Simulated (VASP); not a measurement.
# NaH (Fm-3m) in VASP: settings compared, part 2 of 2

VASP 6.6.1.

## Step 3: Relaxation of cell and atoms, PBE

This run uses another cell than the first one, of 14.53 Å³/atom, 1.056 times its volume.

File INCAR:

```
  PREC = Accurate
  ENCUT = 300
  EDIFF = 1E-6
  ISMEAR = 0
  SIGMA = 0.03
  LREAL = F
  LASPH = T
  NELM = 80
  ALGO = Normal
  ISIF = 3
  LWAVE = F
  LCHARG = F
  GGA = PE
  IBRION = 2
  NSW = 90
  EDIFFG = -0.01
```

File KPOINTS:

```
Automatic mesh
0
Gamma
  5 5 5
```

File POSCAR:

```
NaH
1.0
    0.0000000000      2.4400000000      2.4400000000
    2.4400000000      0.0000000000      2.4400000000
    2.4400000000      2.4400000000      0.0000000000
Na H
1 1
Direct
    0.0000000000      0.0000000000      0.0000000000
    0.5000000000      0.5000000000      0.5000000000
```

Potentials or basis: VASP PAW PBE potentials, release 64 (Na_pv, H_s).

Command:

```console
$ cat potpaw_PBE.64/Na_pv/POTCAR potpaw_PBE.64/H_s/POTCAR > POTCAR
$ mpirun -np 1 vasp_std > vasp.out
```

OUTCAR:

```text
PREC = Accurate
   ENCUT = 300
   EDIFF = 1E-6
   ISMEAR = 0
   LREAL = F
   LASPH = T
   NELM = 80
   ISIF = 3
   GGA = PE
   IBRION = 2
   NSW = 90
   EDIFFG = -0.01

 ion  position               nearest neighbor table
   1  0.000  0.000  0.000-
   2  0.500  0.500  0.500-

  LATTYP: Found a face centered cubic cell.
 ALAT       =     4.8800000000

  Lattice vectors:

 A1 = (   0.0000000000,   2.4400000000,   2.4400000000)
 A2 = (   2.4400000000,   0.0000000000,   2.4400000000)
 A3 = (   2.4400000000,   2.4400000000,   0.0000000000)

Analysis of symmetry for initial positions (statically):
=====================================================================
 Subroutine PRICEL returns:
 Original cell was already a primitive cell.

 Routine SETGRP: Setting up the symmetry group for a
 face centered cubic supercell.

 Subroutine GETGRP returns: Found 48 space group operations
 (whereof 48 operations were pure point group operations)
 out of a pool of 48 trial point group operations.

The static configuration has the point symmetry O_h .

Analysis of symmetry for dynamics (positions and initial velocities):
=====================================================================
 Subroutine PRICEL returns:
 Original cell was already a primitive cell.

 Routine SETGRP: Setting up the symmetry group for a
 face centered cubic supercell.

 Subroutine GETGRP returns: Found 48 space group operations
 (whereof 48 operations were pure point group operations)
 out of a pool of 48 trial point group operations.

The dynamic configuration has the point symmetry O_h .

 Subroutine INISYM returns: Found 48 space group operations
 (whereof 48 operations are pure point group operations),
 and found     1 'primitive' translations

----------------------------------------------------------------------------------------

                                     Primitive cell

[... 86 lines left out ...]
   NELECT =       8.0000    total number of electrons
   NUPDOWN=      -1.0000    fix difference up-down
   EMIN   =  10.00;   EMAX   =-10.00  energy-range for DOS
   EFERMI =   0.00;   METHOD = LEGACY
   ISMEAR =     0;   SIGMA  =   0.03  broadening in eV -4-tet -1-fermi 0-gaus
   EFERMI_NEDOS =   21; number of points for ismear=-14 and -15
   IALGO  =     38    algorithm
   IMIX   =      4    mixing-type and parameters
     AMIX     =   0.40;   BMIX     =  1.00
     AMIX_MAG =   1.60;   BMIX_MAG =  1.00
  volume/ion in A,a.u.               =      14.53        98.03
  Fermi-wavevector in a.u.,A,eV,Ry     =   1.065054  2.012660 15.433636  1.134340
  Thomas-Fermi vector in A             =   2.200593
   LORBIT       =      0    0 simple, 1 ext, 2 COOP (PROOUT), +10 PAW based schemes
   GGA     = PE    functional components
   LHFCALC =     F    Hartree Fock is set to
   AEXX    =    0.0000 exact exchange contribution
   IVDW    =     0    specifies the selected vdW correction
   LEPSILON=     F    determine dielectric tensor
   LRPA    =     F    only Hartree local field effects (RPA)
 conjugate gradient relaxation of ions
 non-spin polarized calculation
 Gauss-broadening in eV      SIGMA  =   0.03
  energy-cutoff  :      300.00
  volume of cell :       29.05
 maximum number of plane-waves:       353
   NGX =  9   NGY =  9   NGZ =  9

--------------------------------------- Ionic step        1  -------------------------------------------

 number of electron       8.0000046 magnetization

 Free energy of the ion-electron system (eV)
  ---------------------------------------------------
  ext. energy  EPLUGINS =         0.00000000
  ---------------------------------------------------
  free energy    TOTEN  =        -5.08546271 eV

  energy without entropy =       -5.08546271  energy(sigma->0) =       -5.08546271

------------------------ aborting loop because EDIFF is reached ----------------------------------------

  FORCE on cell =-STRESS in cart. coord.  units (eV):
  Direction    XX          YY          ZZ          XY          YZ          ZX
  --------------------------------------------------------------------------------------
  -------------------------------------------------------------------------------------
  Total       -0.1696398     -0.1696398     -0.1696398      0.0000000      0.0000000     -0.0000000
  in kB       -9.3548955     -9.3548955     -9.3548955      0.0000000      0.0000000     -0.0000000
  external PRESSURE =      -9.3548955 kB  Pullay stress =       0.0000000 kB
[... 59 lines left out ...]
--------------------------------------- Ionic step        3  -------------------------------------------

 number of electron       8.0000036 magnetization

 Free energy of the ion-electron system (eV)
  ---------------------------------------------------
  ext. energy  EPLUGINS =         0.00000000
  ---------------------------------------------------
  free energy    TOTEN  =        -5.08869861 eV

  energy without entropy =       -5.08869861  energy(sigma->0) =       -5.08869861

 E-fermi :  -0.9756     XC(G=0):  -7.8046

 val. band max:       -1.1822637837   @ k =  -0.4000   0.4000   0.0000
 cond. band min:       3.4536518386   @ k =   0.4000   0.0000   0.0000
 fundamental gap:      4.6359156223
 Fermi energy:        -0.9755983507

 k-point     1 :       0.0000    0.0000    0.0000
  band No.  band energies     occupation
      1     -23.1508      2.00000
      2     -23.1508      2.00000
      3     -23.1508      2.00000
      4      -4.7265      2.00000
      5       9.4362      0.00000
      6      14.6007      0.00000
      7      14.6007      0.00000
      8      14.6007      0.00000
[... 126 lines left out ...]
  FREE ENERGIE OF THE ION-ELECTRON SYSTEM (eV)
  ---------------------------------------------------
  free  energy   TOTEN  =        -5.0886986140 eV

  energy  without entropy=       -5.0886986140  energy(sigma->0) =       -5.08869861

 reached required accuracy - stopping structural energy minimisation
```

OSZICAR:

```text
N       E                     dE             d eps       ncg     rms          rms(c)
DAV:   1     0.844796789728E+01    0.84480E+01   -0.39610E+03   176   0.661E+02
DAV:   2    -0.529021500732E+01   -0.13738E+02   -0.13738E+02   176   0.108E+02
DAV:   3    -0.550508981523E+01   -0.21487E+00   -0.21487E+00   208   0.183E+01
[... 21 lines left out ...]
DAV:   3    -0.508917042768E+01    0.65220E-02   -0.12604E-02   160   0.228E+00    0.594E-02
DAV:   4    -0.508869891518E+01    0.47151E-03   -0.55826E-04   184   0.512E-01    0.422E-03
DAV:   5    -0.508870071615E+01   -0.18010E-05   -0.20777E-06   168   0.171E-02    0.247E-03
DAV:   6    -0.508869848026E+01    0.22359E-05   -0.24395E-06   184   0.248E-02    0.934E-04
DAV:   7    -0.508869861399E+01   -0.13374E-06   -0.35259E-08    80   0.168E-03
   3 F= -.50886986E+01 E0= -.50886986E+01  d E =-.323591E-02
```

CONTCAR:

```text
NaH
   1.00000000000000
     0.0000000000000000    2.4079088894841214    2.4079088894841214
     2.4079088894841214    0.0000000000000000    2.4079088894841214
     2.4079088894841214    2.4079088894841214   -0.0000000000000000
  Na              H
     1     1
Direct
     0.0000000000000000    0.0000000000000000    0.0000000000000000
     0.5000000000000000    0.5000000000000000    0.5000000000000000

  0.00000000E+00  0.00000000E+00  0.00000000E+00
  0.00000000E+00  0.00000000E+00  0.00000000E+00
```

It took 3.8 s on 1 thread of Intel Xeon Platinum 8259CL at 2.50GHz (Skylake/Cascade Lake), shared host; peak memory 0.11 GiB.

What came out:

| Property | Result |
| --- | --- |
| Free energy | -5.0887 eV |
| Relaxed volume | 13.96 Å³/atom |
| Relaxed cell | a = 3.405 Å, b = 3.405 Å, c = 3.405 Å, α = 60.00°, β = 60.00°, γ = 60.00° |
| Space group after relaxing (to 0.05 Å) | Fm-3m (No. 225) |
| Energy gained by relaxing | 1.6 meV/atom |
| Ionic steps | 3 |
| Pressure after relaxing | 0.0 GPa |
| Band gap on the k mesh | 4.64 eV, indirect (least direct gap 5.13 eV) |

The path:
| step | energy change (eV) | largest force (eV/Å) | pressure (GPa) | volume (Å³) |
| --- | --- | --- | --- | --- |
| 1 | 0.0000 | 0.0000 | -0.94 | 29.05 |
| 2 | -0.0018 | 0.0000 | -0.65 | 28.70 |
| 3 | -0.0032 | 0.0000 | 0.04 | 27.92 |

Final structure:
```
Na H
1.0
     0.00000    2.40791    2.40791
     2.40791    0.00000    2.40791
     2.40791    2.40791    0.00000
Na H
1 1
Cartesian
  0.0000 0.0000 0.0000
  2.4079 2.4079 2.4079
```

Caveat: the k mesh is coarse (spacing up to 0.45 Å⁻¹), so the values aren't converged; the cutoff is under 1.25 times the usual one of these potentials, so pressure, stress and relaxed cells hold a basis-set (Pulay) error; an odd mesh through Γ misses points on the zone boundary, where band edges often lie. PBE gaps usually lie below the measured ones, often by a third to a half.

## Step 4: Relaxation of cell and atoms, PBE

This run uses another cell than the first one, of 13.96 Å³/atom, 1.015 times its volume.

INCAR, as its differences from that of step 3:

```diff
@@ -2,3 +2,3 @@
   ENCUT = 300
-  EDIFF = 1E-6
+  EDIFF = 1E-7
   ISMEAR = 0
@@ -15,2 +15,2 @@
   NSW = 90
-  EDIFFG = -0.01
+  EDIFFG = -0.005
```

KPOINTS is that of step 3.

File POSCAR:

```
NaH                                     
1.0
    0.0000000000      2.4079088895      2.4079088895
    2.4079088895      0.0000000000      2.4079088895
    2.4079088895      2.4079088895     -0.0000000000
  Na              H             
     1     1
Direct
     0.0000000000000000    0.0000000000000000    0.0000000000000000
     0.5000000000000000    0.5000000000000000    0.5000000000000000
```

Potentials or basis: VASP PAW PBE potentials, release 64 (Na_pv, H_s).

Command:

```console
$ cat potpaw_PBE.64/Na_pv/POTCAR potpaw_PBE.64/H_s/POTCAR > POTCAR
$ mpirun -np 1 vasp_std > vasp.out
```

OUTCAR:

```text
PREC = Accurate
   ENCUT = 300
   EDIFF = 1E-7
   ISMEAR = 0
   LREAL = F
   LASPH = T
   NELM = 80
   ISIF = 3
   GGA = PE
   IBRION = 2
   NSW = 90
   EDIFFG = -0.005

 ion  position               nearest neighbor table
   1  0.000  0.000  0.000-
   2  0.500  0.500  0.500-

  LATTYP: Found a face centered cubic cell.
 ALAT       =     4.8158177790

  Lattice vectors:

[... 279 lines left out ...]
      7       8.4184      0.00000
      8      14.8314      0.00000

------------------------ aborting loop because EDIFF is reached ----------------------------------------

  FORCE on cell =-STRESS in cart. coord.  units (eV):
  Direction    XX          YY          ZZ          XY          YZ          ZX
  --------------------------------------------------------------------------------------
  -------------------------------------------------------------------------------------
  Total       -0.0080317     -0.0080317     -0.0080317     -0.0000000      0.0000000     -0.0000000
  in kB       -0.4608598     -0.4608598     -0.4608598     -0.0000000      0.0000000     -0.0000000
  external PRESSURE =      -0.4608598 kB  Pullay stress =       0.0000000 kB

 VOLUME and BASIS-vectors are now :
 -----------------------------------------------------------------------------
  energy-cutoff  :      300.00
  volume of cell :       27.92
      direct lattice vectors                 reciprocal lattice vectors
     0.000000000  2.407908889  2.407908889    -0.207649053  0.207649053  0.207649053
     2.407908889  0.000000000  2.407908889     0.207649053 -0.207649053  0.207649053
     2.407908889  2.407908889  0.000000000     0.207649053  0.207649053 -0.207649053

 POSITION                                       TOTAL-FORCE (eV/Angst)
 -----------------------------------------------------------------------------------
      0.00000      0.00000      0.00000        -0.000000      0.000000      0.000000
      2.40791      2.40791      2.40791         0.000000     -0.000000     -0.000000
 -----------------------------------------------------------------------------------
    total drift:                                0.000000     -0.000000      0.000000

  FREE ENERGIE OF THE ION-ELECTRON SYSTEM (eV)
  ---------------------------------------------------
  free  energy   TOTEN  =        -5.0862242387 eV

  energy  without entropy=       -5.0862242387  energy(sigma->0) =       -5.08622424

 reached required accuracy - stopping structural energy minimisation
```

It took 2 s on 1 thread of Intel Xeon Platinum 8259CL at 2.50GHz (Skylake/Cascade Lake), shared host; peak memory 0.11 GiB.

What came out:

```yaml
Free_energy: -5.0862 eV
Pressure_after_relaxing: 0.0 GPa
Band_gap_on_the_k_mesh: 4.63 eV, indirect (least direct gap 5.13 eV)
```

Final structure:
```cif
data_structure
_symmetry_space_group_name_H-M 'P 1'
_symmetry_Int_Tables_number 1
_cell_length_a 3.4053
_cell_length_b 3.4053
_cell_length_c 3.4053
_cell_angle_alpha 60.000
_cell_angle_beta 60.000
_cell_angle_gamma 60.000
_cell_volume 27.92
loop_
_atom_site_label
_atom_site_type_symbol
_atom_site_fract_x
_atom_site_fract_y
_atom_site_fract_z
_atom_site_occupancy
Na1 Na 0.00000 0.00000 0.00000 1
H1 H 0.50000 0.50000 0.50000 1
```

Levels at points of the mesh, in eV from the valence-band top:
| k point | band 2 | band 3 | band 4 | band 5 | band 6 | band 7 |
| --- | --- | --- | --- | --- | --- | --- |
| (0.00, 0.00, 0.00) | -21.97 | -21.97 | -3.55 | 10.62 | 15.78 | 15.78 |

Caveat: the k mesh is coarse (spacing up to 0.45 Å⁻¹), so the values aren't converged; the cutoff is under 1.25 times the usual one of these potentials, so pressure, stress and relaxed cells hold a basis-set (Pulay) error; the relaxation stopped at its first step, so nothing moved; an odd mesh through Γ misses points on the zone boundary, where band edges often lie.
